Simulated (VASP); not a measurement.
# KCl (Pm-3m) in VASP: a series of runs

One crystal, KCl, is run at these levels: LDA; tasks: single point.

Program: VASP 6.6.1. These are calculated values, not measurements. Logs are shortened: lines on timing, memory, paths and dates and some standing lists are left out, and cuts for length are marked.

## 1. Starting point

The structure is cubic, space group Pm-3m (No. 221). The conventional cell has a = 3.634 Å, b = 3.634 Å, c = 3.634 Å, α = 90.00°, β = 90.00°, γ = 90.00°. K (site symmetry m-3m) is surrounded by 8 Cl at 3.15 Å. Around Cl (site symmetry m-3m) lie 8 K at 3.15 Å.

Measurements of this composition are mostly on another form, of space group No. 225.

## 2. Single point, LDA

Contents of INCAR:

```
ALGO = Normal
EDIFF = 1E-7
ENCUT = 600
ISIF = 2
ISMEAR = 0
LASPH = True
LCHARG = False
LREAL = False
LWAVE = False
NBANDS = 15
NELM = 80
PREC = Accurate
SIGMA = 0.02
```

Contents of KPOINTS:

```
k-points
0
Gamma
  6 6 6
```

Contents of POSCAR:

```
KCl
1.0
    3.6340000000      0.0000000000      0.0000000000
    0.0000000000      3.6340000000      0.0000000000
    0.0000000000      0.0000000000      3.6340000000
K Cl
1 1
Direct
    0.0000000000      0.0000000000      0.0000000000
    0.5000000000      0.5000000000      0.5000000000
```

Potentials or basis: VASP PAW LDA potentials, release 64 (K_sv, Cl).

Started as:

```sh
cat potpaw_LDA.64/K_sv/POTCAR potpaw_LDA.64/Cl/POTCAR > POTCAR
mpirun -np 1 vasp_std > vasp.out
```

OUTCAR:

```text
EDIFF = 1E-7
   ENCUT = 600
   ISIF = 2
   ISMEAR = 0
   LASPH = True
   LREAL = False
   NELM = 80
   PREC = Accurate

 ion  position               nearest neighbor table
   1  0.000  0.000  0.000-   2 3.15   2 3.15   2 3.15   2 3.15   2 3.15   2 3.15   2 3.15   2 3.15

   2  0.500  0.500  0.500-   1 3.15   1 3.15   1 3.15   1 3.15   1 3.15   1 3.15   1 3.15   1 3.15

  LATTYP: Found a simple cubic cell.
 ALAT       =     3.6340000000

  Lattice vectors:

 A1 = (   3.6340000000,   0.0000000000,   0.0000000000)
 A2 = (   0.0000000000,   3.6340000000,   0.0000000000)
 A3 = (   0.0000000000,   0.0000000000,   3.6340000000)

Analysis of symmetry for initial positions (statically):
=====================================================================
 Subroutine PRICEL returns:
 Original cell was already a primitive cell.

 Routine SETGRP: Setting up the symmetry group for a
 simple cubic supercell.

 Subroutine GETGRP returns: Found 48 space group operations
 (whereof 48 operations were pure point group operations)
 out of a pool of 48 trial point group operations.

The static configuration has the point symmetry O_h .

Analysis of symmetry for dynamics (positions and initial velocities):
=====================================================================
 Subroutine PRICEL returns:
 Original cell was already a primitive cell.

 Routine SETGRP: Setting up the symmetry group for a
 simple cubic supercell.

 Subroutine GETGRP returns: Found 48 space group operations
 (whereof 48 operations were pure point group operations)
 out of a pool of 48 trial point group operations.

The dynamic configuration has the point symmetry O_h .

 Subroutine INISYM returns: Found 48 space group operations
 (whereof 48 operations are pure point group operations),
 and found     1 'primitive' translations

----------------------------------------------------------------------------------------

                                     Primitive cell

  volume of cell :      47.9904

  direct lattice vectors                    reciprocal lattice vectors
     3.634000000  0.000000000  0.000000000     0.275178866  0.000000000  0.000000000
     0.000000000  3.634000000  0.000000000     0.000000000  0.275178866  0.000000000
     0.000000000  0.000000000  3.634000000     0.000000000  0.000000000  0.275178866

  length of vectors
     3.634000000  3.634000000  3.634000000     0.275178866  0.275178866  0.275178866

  position of ions in fractional coordinates (direct lattice)
     0.000000000  0.000000000  0.000000000
     0.500000000  0.500000000  0.500000000

  ion indices of the primitive-cell ions
   primitive index   ion index
                 1           1
                 2           2

----------------------------------------------------------------------------------------

 KPOINTS: k-points

Automatic generation of k-mesh.
 Grid dimensions read from file:
 generate k-points for:    6    6    6

 Generating k-lattice:

  Cartesian coordinates                     Fractional coordinates (reciprocal lattice)
     0.045863144  0.000000000  0.000000000     0.166666667  0.000000000  0.000000000
     0.000000000  0.045863144  0.000000000     0.000000000  0.166666667  0.000000000
     0.000000000  0.000000000  0.045863144     0.000000000  0.000000000  0.166666667

  Length of vectors
     0.045863144  0.045863144  0.045863144

  Shift w.r.t. Gamma in fractional coordinates (k-lattice)
     0.000000000  0.000000000  0.000000000

 Subroutine IBZKPT returns following result:
 ===========================================

 Found     20 irreducible k-points:

 Following reciprocal coordinates:
            Coordinates               Weight
  0.000000  0.000000  0.000000      1.000000
  0.166667  0.000000  0.000000      6.000000
  0.333333  0.000000  0.000000      6.000000
  0.500000  0.000000  0.000000      3.000000
  0.166667  0.166667  0.000000     12.000000
  0.333333  0.166667  0.000000     24.000000
[... 12 lines left out ...]
  0.500000  0.500000  0.333333      6.000000
  0.500000  0.500000  0.500000      1.000000
   k-points           NKPTS =     20   k-points in BZ     NKDIM =     20   number of bands    NBANDS=     15
   number of dos      NEDOS =    301   number of ions     NIONS =      2
   total plane-waves  NPLWV =  27000
   dimension x,y,z NGX =    30 NGY =   30 NGZ =   30
   dimension x,y,z NGXF=    60 NGYF=   60 NGZF=   60
   ions per type =               1   1
   NGX,Y,Z   is equivalent  to a cutoff of  13.72, 13.72, 13.72 a.u.
   NGXF,Y,Z  is equivalent  to a cutoff of  27.45, 27.45, 27.45 a.u.
 SYSTEM =  unknown system
   PREC   = accura    normal or accurate (medium, high low for compatibility)
   ISTART =      0    job   : 0-new  1-cont  2-samecut
   ICHARG =      2    charge: 1-file 2-atom 10-const
   ISPIN  =      1    spin polarized calculation?
   LNONCOLLINEAR =      F non collinear calculations
   LSORBIT =      F    spin-orbit coupling
   LASPH  =      T    aspherical Exc in radial PAW
   ENCUT  =  600.0 eV  44.10 Ry    6.64 a.u.   7.26  7.26  7.26*2*pi/ulx,y,z
   NELM   =     80;   NELMIN=  2; NELMDL= -5     # of ELM steps
   EDIFF  = 0.1E-06   stopping-criterion for ELM
   LREAL  =      F    real-space projection
   EDIFFG = 0.1E-05   stopping-criterion for IOM
   NSW    =      0    number of steps for IOM
   IBRION =     -1    ionic relax: 0-MD 1-quasi-New 2-CG
   NFREE  =      0    steps in history (QN), initial steepest desc. (CG)
   ISIF   =      2    stress and relaxation
   ISYM   =      2    0-nonsym 1-usesym 2-fastsym
   POTIM  = 0.5000    time-step for ionic-motion
   TEBEG  =    0.0;   TEEND  =   0.0 temperature during run
   PSTRESS=    0.0 pullay stress
   NELECT =      16.0000    total number of electrons
   NUPDOWN=      -1.0000    fix difference up-down
   EMIN   =  10.00;   EMAX   =-10.00  energy-range for DOS
   EFERMI =   0.00;   METHOD = LEGACY
   ISMEAR =     0;   SIGMA  =   0.02  broadening in eV -4-tet -1-fermi 0-gaus
   EFERMI_NEDOS =   21; number of points for ismear=-14 and -15
   IALGO  =     38    algorithm
   IMIX   =      4    mixing-type and parameters
     AMIX     =   0.40;   BMIX     =  1.00
     AMIX_MAG =   1.60;   BMIX_MAG =  1.00
  volume/ion in A,a.u.               =      24.00       161.93
  Fermi-wavevector in a.u.,A,eV,Ry     =   1.135176  2.145172 17.532804  1.288625
  Thomas-Fermi vector in A             =   2.271881
   LORBIT       =      0    0 simple, 1 ext, 2 COOP (PROOUT), +10 PAW based schemes
   GGA     = CA    functional components
   LHFCALC =     F    Hartree Fock is set to
   AEXX    =    0.0000 exact exchange contribution
   IVDW    =     0    specifies the selected vdW correction
   LEPSILON=     F    determine dielectric tensor
   LRPA    =     F    only Hartree local field effects (RPA)
 non-spin polarized calculation
 Gauss-broadening in eV      SIGMA  =   0.02
  energy-cutoff  :      600.00
  volume of cell :       47.99
 maximum number of plane-waves:      1628
 NGX is ok and might be reduce to    30
   NGX = 15   NGY = 15   NGZ = 15

 number of electron      16.0000003 magnetization

 Free energy of the ion-electron system (eV)
  ---------------------------------------------------
  ext. energy  EPLUGINS =         0.00000000
  ---------------------------------------------------
  free energy    TOTEN  =        -7.34825160 eV

  energy without entropy =       -7.34825160  energy(sigma->0) =       -7.34825160

 E-fermi :  -0.0637     XC(G=0):  -9.3528

 val. band max:       -0.1557258332   @ k =   0.5000   0.5000   0.0000
 cond. band min:       4.9811936879   @ k =   0.0000   0.0000   0.0000
 fundamental gap:      5.1369195211
 Fermi energy:        -0.0637048110

 k-point     1 :       0.0000    0.0000    0.0000
  band No.  band energies     occupation
      1     -27.6102      2.00000
      2     -12.9936      2.00000
      3     -11.1886      2.00000
      4     -11.1886      2.00000
      5     -11.1886      2.00000
      6      -0.3952      2.00000
      7      -0.3952      2.00000
      8      -0.3952      2.00000
      9       4.9812      0.00000
     10       5.8694      0.00000
     11       5.8694      0.00000
     12      10.7399      0.00000
     13      10.7399      0.00000
     14      10.7399      0.00000
     15      13.9851      0.00000

 k-point     2 :       0.1667    0.0000    0.0000
  band No.  band energies     occupation
      1     -27.5997      2.00000
      2     -13.0543      2.00000
      3     -11.1735      2.00000
      4     -11.1735      2.00000
      5     -11.1468      2.00000
      6      -1.0540      2.00000
      7      -0.4124      2.00000
      8      -0.4124      2.00000
      9       5.6804      0.00000
     10       6.1289      0.00000
     11       6.6250      0.00000
     12      10.6387      0.00000
     13      10.6387      0.00000
     14      10.8993      0.00000
     15      12.7867      0.00000

 k-point     3 :       0.3333    0.0000    0.0000
  band No.  band energies     occupation
      1     -27.5784      2.00000
      2     -13.1825      2.00000
      3     -11.1431      2.00000
      4     -11.1431      2.00000
      5     -11.0422      2.00000
      6      -2.0679      2.00000
      7      -0.4494      2.00000
      8      -0.4494      2.00000
      9       6.8460      0.00000
     10       7.0573      0.00000
     11       8.1201      0.00000
     12      10.6021      0.00000
     13      10.6021      0.00000
     14      10.8398      0.00000
     15      11.2766      0.00000
[... 271 lines left out ...]
 k-point    19 :       0.5000    0.5000    0.3333
  band No.  band energies     occupation
      1     -27.5033      2.00000
      2     -12.4199      2.00000
      3     -11.5055      2.00000
      4     -11.5055      2.00000
      5     -11.3816      2.00000
      6      -1.8913      2.00000
      7      -1.8913      2.00000
      8      -1.5935      2.00000
      9       7.7753      0.00000
     10       8.6936      0.00000
     11       8.6936      0.00000
     12       9.5122      0.00000
     13      10.7793      0.00000
     14      10.7793      0.00000
     15      12.7654      0.00000

 k-point    20 :       0.5000    0.5000    0.5000
  band No.  band energies     occupation
      1     -27.4944      2.00000
      2     -12.3599      2.00000
      3     -11.4764      2.00000
      4     -11.4764      2.00000
      5     -11.4764      2.00000
      6      -1.9734      2.00000
      7      -1.9734      2.00000
      8      -1.9734      2.00000
      9       8.8416      0.00000
     10       8.8416      0.00000
     11       8.8416      0.00000
     12      10.2632      0.00000
     13      10.2632      0.00000
     14      10.2632      0.00000
     15      12.8020      0.00000

------------------------ aborting loop because EDIFF is reached ----------------------------------------

  FORCE on cell =-STRESS in cart. coord.  units (eV):
  Direction    XX          YY          ZZ          XY          YZ          ZX
  --------------------------------------------------------------------------------------
  -------------------------------------------------------------------------------------
  Total        0.0593918      0.0593918      0.0593918     -0.0000000     -0.0000000     -0.0000000
  in kB        1.9828153      1.9828153      1.9828153     -0.0000000     -0.0000000     -0.0000000
  external PRESSURE =       1.9828153 kB  Pullay stress =       0.0000000 kB

 VOLUME and BASIS-vectors are now :
 -----------------------------------------------------------------------------
  energy-cutoff  :      600.00
  volume of cell :       47.99
      direct lattice vectors                 reciprocal lattice vectors
     3.634000000  0.000000000  0.000000000     0.275178866  0.000000000  0.000000000
     0.000000000  3.634000000  0.000000000     0.000000000  0.275178866  0.000000000
     0.000000000  0.000000000  3.634000000     0.000000000  0.000000000  0.275178866

 POSITION                                       TOTAL-FORCE (eV/Angst)
 -----------------------------------------------------------------------------------
      0.00000      0.00000      0.00000         0.000000      0.000000      0.000000
      1.81700      1.81700      1.81700         0.000000      0.000000      0.000000
 -----------------------------------------------------------------------------------
    total drift:                                0.000000      0.000000     -0.000000

  FREE ENERGIE OF THE ION-ELECTRON SYSTEM (eV)
  ---------------------------------------------------
  free  energy   TOTEN  =        -7.3482516014 eV

  energy  without entropy=       -7.3482516014  energy(sigma->0) =       -7.34825160
```

Wall time 9.3 s (1 thread of Intel Xeon Platinum 8488C (Sapphire Rapids), shared host); peak memory 0.15 GiB.

What came out:

| Quantity | Value |
| --- | --- |
| Free energy | -7.3483 eV |
| Pressure | 0.2 GPa |
| Band gap on the k mesh | 5.14 eV, indirect (least direct gap 5.38 eV) |

A k mesh can miss the band edges. Expect the measured gap to be larger: semilocal functionals such as LDA lack the derivative discontinuity.

## 3. Single point, LDA

Changes to INCAR since step 2:

```diff
@@ -2,3 +2,3 @@
 EDIFF = 1E-7
-ENCUT = 600
+ENCUT = 700
 ISIF = 2
```

KPOINTS is that of step 2.

POSCAR is that of step 2.

Potentials or basis: VASP PAW LDA potentials, release 64 (K_sv, Cl).

Started as:

```sh
cat potpaw_LDA.64/K_sv/POTCAR potpaw_LDA.64/Cl/POTCAR > POTCAR
mpirun -np 1 vasp_std > vasp.out
```

Wall time 7.8 s (1 thread of Intel Xeon Platinum 8488C (Sapphire Rapids), shared host); peak memory 0.15 GiB.

The run converged. Its results:

```
Free energy            : -7.3482 eV
Pressure               : 0.2 GPa
Band gap on the k mesh : 5.14 eV, indirect (least direct gap 5.38 eV)
```

Levels at points of the mesh, in eV from the valence-band top:
```
           k point  band 5  band 6  band 7  band 8  band 9  band 10  band 11  band 12
(0.00, 0.00, 0.00)  -11.03   -0.24   -0.24   -0.24    5.14     6.03     6.03    10.90
(0.50, 0.00, 0.00)  -10.82   -2.34   -0.31   -0.31    7.63     8.18     8.86     9.90
(0.50, 0.50, 0.00)  -10.93   -1.49   -1.49    0.00    5.88     7.17     8.81     8.81
(0.50, 0.50, 0.50)  -11.32   -1.82   -1.82   -1.82    9.00     9.00     9.00    10.42
```
